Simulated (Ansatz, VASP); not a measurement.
RbBr: VASP beside Ansatz

```xyz
6
Lattice="4.9621 0.0000 0.0000 -2.4811 4.2973 0.0000 0.0000 0.0000 12.1547" Properties=species:S:1:pos:R:3 pbc="T T T"
Rb    0.0000    0.0000    0.0000
Rb    0.0000    2.8649    4.0516
Rb    2.4811    1.4324    8.1031
Br    2.4811    1.4324    2.0258
Br    0.0000    0.0000    6.0773
Br    0.0000    2.8649   10.1289
```

Alike in both runs: functional PBE; k mesh 6 × 6 × 2; occupations gaussian, width 0.02 eV; no spin polarisation.

Ansatz relaxed the structure, and its values are those at the end. VASP's run is a single point on that final structure, the one shown.

|  | VASP | Ansatz |
| --- | --- | --- |
| version | VASP 6.6.1 | Ansatz 0.2.0 |
| potentials or method | VASP PAW PBE potentials, release 64 (Rb_sv, Br) | scalar-relativistic, plane waves, PAW |
| plane-wave cutoff (eV) | 520 | 420 |
| valence electrons in the cell | 48 | 48 |

```csv
,VASP,Ansatz,Ansatz less VASP
gap on the k mesh at the Fermi level (eV),4.19,4.19,+0.002
least direct gap on the mesh (eV),4.19,4.19,+0.002
pressure (GPa),0.0,0.0,-0.02
```

As with any semilocal functional, this PBE gap is likely too small.
